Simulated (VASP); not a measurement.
Calculation: r2SCAN meta-GGA, VASP's PBE PAW potentials (set 64) (plane waves; VASP 6.6.1).

VASP input:

POSCAR:
```
BaF2
4.4458620
  0.0000000000   0.7071068467   0.7071068467
  0.7071068467   0.0000000000   0.7071068467
  0.7071068467   0.7071068467   0.0000000000
Ba F
1 2
Cartesian
  0.0000000000   0.0000000000   0.0000000000
  0.3535534234   0.3535534234   0.3535534234
  1.0606602701   1.0606602701   1.0606602701
```

INCAR:
```
ALGO = Normal
EDIFF = 1E-7
ENCUT = 520
ISIF = 2
ISMEAR = 0
LASPH = .TRUE.
LCHARG = .FALSE.
LMAXMIX = 4
LMIXTAU = .TRUE.
LREAL = .FALSE.
LWAVE = .FALSE.
METAGGA = R2SCAN
NELM = 100
PREC = Accurate
SIGMA = 0.05
SYSTEM = BaF2
```

### KPOINTS
```
kpoints
0
gamma
  6 6 6
```

POTCAR, in this order: Ba_sv F (PBE.64 set). Program: vasp_std.

Output of the run:

**OUTCAR**
```
 ion  position               nearest neighbor table
   1  0.000  0.000  0.000-   3 2.72   3 2.72   3 2.72   2 2.72   2 2.72   2 2.72   3 2.72   2 2.72
  LATTYP: Found a face centered cubic cell.
 ALAT       =     6.2873989196
 Subroutine PRICEL returns:
 Original cell was already a primitive cell.
 Subroutine GETGRP returns: Found 48 space group operations
The static configuration has the point symmetry O_h .
The dynamic configuration has the point symmetry O_h .
 Subroutine INISYM returns: Found 48 space group operations
 Subroutine IBZKPT returns following result:
 Found     16 irreducible k-points:

 Following reciprocal coordinates:
            Coordinates               Weight
  0.000000  0.000000  0.000000      1.000000
  0.166667  0.000000  0.000000      8.000000
  0.333333  0.000000  0.000000      8.000000
  0.500000  0.000000  0.000000      4.000000
  0.166667  0.166667  0.000000      6.000000
  0.333333  0.166667  0.000000     24.000000
  0.500000  0.166667  0.000000     24.000000
 -0.333333  0.166667  0.000000     24.000000
 -0.166667  0.166667  0.000000     12.000000
  0.333333  0.333333  0.000000      6.000000
  0.500000  0.333333  0.000000     24.000000
 -0.333333  0.333333  0.000000     12.000000
  0.500000  0.500000  0.000000      3.000000
  0.500000  0.333333  0.166667     24.000000
 -0.333333  0.333333  0.166667     24.000000
 -0.333333  0.500000  0.166667     12.000000
   k-points           NKPTS =     16   k-points in BZ     NKDIM =     16   number of bands    NBANDS=     16
   number of dos      NEDOS =    301   number of ions     NIONS =      3
   total plane-waves  NPLWV =  46656
   dimension x,y,z NGX =    36 NGY =   36 NGZ =   36
   dimension x,y,z NGXF=    72 NGYF=   72 NGZF=   72
   ions per type =               1   2
   PREC   = accura    normal or accurate (medium, high low for compatibility)
   ISTART =      0    job   : 0-new  1-cont  2-samecut
   ICHARG =      2    charge: 1-file 2-atom 10-const
...
```

File OSZICAR:
```
       N       E                     dE             d eps       ncg     rms          rms(c)
DAV:   1     0.138076932760E+03    0.13808E+03   -0.13640E+04   512   0.143E+03
DAV:   2    -0.469788327455E+02   -0.18506E+03   -0.17941E+03   664   0.303E+02
DAV:   3    -0.541421266371E+02   -0.71633E+01   -0.71556E+01   752   0.707E+01
DAV:   4    -0.542083051455E+02   -0.66179E-01   -0.66173E-01   616   0.642E+00
DAV:   5    -0.542102442291E+02   -0.19391E-02   -0.19391E-02   760   0.728E-01    0.771E+00
DAV:   6    -0.462372304074E+02    0.79730E+01   -0.43547E+00   696   0.179E+01    0.333E+00
DAV:   7    -0.445307629828E+02    0.17065E+01   -0.16148E+00   536   0.135E+01    0.211E+00
DAV:   8    -0.482675524612E+02   -0.37368E+01   -0.10842E+00   528   0.123E+01    0.837E-01
DAV:   9    -0.446175653167E+02    0.36500E+01   -0.57590E-01   512   0.658E+00    0.101E+00
DAV:  10    -0.450161854870E+02   -0.39862E+00   -0.37469E-01   512   0.559E+00    0.275E-01
DAV:  11    -0.449283920860E+02    0.87793E-01   -0.30062E-02   512   0.172E+00    0.176E-01
DAV:  12    -0.450534207922E+02   -0.12503E+00   -0.64693E-02   512   0.275E+00    0.150E-01
DAV:  13    -0.450563021437E+02   -0.28814E-02   -0.22266E-03   624   0.509E-01    0.662E-02
DAV:  14    -0.450567026987E+02   -0.40055E-03   -0.11318E-03   616   0.295E-01    0.362E-02
DAV:  15    -0.450571050120E+02   -0.40231E-03   -0.26704E-04   552   0.197E-01    0.107E-02
DAV:  16    -0.450570426422E+02    0.62370E-04   -0.24026E-05   552   0.703E-02    0.777E-03
DAV:  17    -0.450572807976E+02   -0.23816E-03   -0.70456E-05   512   0.896E-02    0.687E-03
DAV:  18    -0.450572896068E+02   -0.88092E-05   -0.40725E-06   648   0.241E-02    0.377E-03
DAV:  19    -0.450572889041E+02    0.70272E-06   -0.13705E-06   512   0.145E-02    0.195E-03
DAV:  20    -0.450572926273E+02   -0.37232E-05   -0.19091E-06   520   0.185E-02    0.161E-03
DAV:  21    -0.450572926932E+02   -0.65895E-07   -0.11181E-07   592   0.283E-03
   1 F= -.45057293E+02 E0= -.45057293E+02  d E =-.514571E-13
```

File OUTCAR:
```
------------------------ aborting loop because EDIFF is reached ----------------------------------------
  FORCE on cell =-STRESS in cart. coord.  units (eV):
  Direction    XX          YY          ZZ          XY          YZ          ZX
  --------------------------------------------------------------------------------------
  Total       -0.6325588     -0.6325588     -0.6325588     -0.0000000      0.0000000      0.0000000
  in kB      -16.3101687    -16.3101687    -16.3101687     -0.0000000      0.0000000      0.0000000
  external PRESSURE =     -16.3101687 kB  Pullay stress =       0.0000000 kB
  volume of cell :       62.14
      direct lattice vectors                 reciprocal lattice vectors
     0.000000000  3.143699460  3.143699460    -0.159048283  0.159048283  0.159048283
     3.143699460  0.000000000  3.143699460     0.159048283 -0.159048283  0.159048283
     3.143699460  3.143699460  0.000000000     0.159048283  0.159048283 -0.159048283
 POSITION                                       TOTAL-FORCE (eV/Angst)
 -----------------------------------------------------------------------------------
      0.00000      0.00000      0.00000        -0.000000      0.000000      0.000000
      1.57185      1.57185      1.57185         0.000000      0.000000      0.000000
      4.71555      4.71555      4.71555        -0.000000     -0.000000     -0.000000
 -----------------------------------------------------------------------------------
    total drift:                                0.000000      0.000000      0.000000
  FREE ENERGIE OF THE ION-ELECTRON SYSTEM (eV)
  ---------------------------------------------------
  free  energy   TOTEN  =       -45.0572926932 eV

  energy  without entropy=      -45.0572926932  energy(sigma->0) =      -45.05729269
```
(Selected blocks of OUTCAR.)

### OUTCAR
```
 val. band max:       -2.7583510764   @ k =  -0.1667   0.1667   0.0000

 cond. band min:       4.4034483925   @ k =   0.0000   0.0000   0.0000


 Fermi energy:        -2.5126199097

 k-point     1 :       0.0000    0.0000    0.0000
  band No.  band energies     occupation
      1     -26.5004      2.00000
      2     -22.7729      2.00000
      3     -22.7075      2.00000
      4     -10.9178      2.00000
      5     -10.9178      2.00000
      6     -10.9178      2.00000
      7      -4.1037      2.00000
      8      -4.1037      2.00000
      9      -4.1037      2.00000
     10      -2.8119      2.00000
     11      -2.8119      2.00000
     12      -2.8119      2.00000
     13       4.4034      0.00000
     14       6.9850      0.00000
     15       6.9850      0.00000
     16       9.1693      0.00000

 k-point     2 :       0.1667    0.0000    0.0000
  band No.  band energies     occupation
      1     -26.4527      2.00000
      2     -22.7973      2.00000
      3     -22.7612      2.00000
      4     -10.9594      2.00000
      5     -10.9527      2.00000
      6     -10.9527      2.00000
      7      -4.0016      2.00000
      8      -4.0016      2.00000
      9      -3.8549      2.00000
     10      -2.9768      2.00000
     11      -2.8474      2.00000
     12      -2.8474      2.00000
     13       4.9687      0.00000
     14       6.9553      0.00000
     15       6.9553      0.00000
     16       8.8601      0.00000

 k-point     3 :       0.3333    0.0000    0.0000
  band No.  band energies     occupation
      1     -26.3519      2.00000
      2     -22.9062      2.00000
      3     -22.8146      2.00000
      4     -11.0329      2.00000
      5     -11.0202      2.00000
      6     -11.0202      2.00000
      7      -3.8106      2.00000
      8      -3.8106      2.00000
      9      -3.3553      2.00000
     10      -3.2386      2.00000
     11      -2.9010      2.00000
     12      -2.9010      2.00000
     13       6.0593      0.00000
...
```

Unless said otherwise, spin-orbit coupling is left out, though it shifts the bands of the heavy elements here.

The compound is BaF2 in the fluorite structure. This cell is one point of a volume scan, at 1.03 of the reference volume.
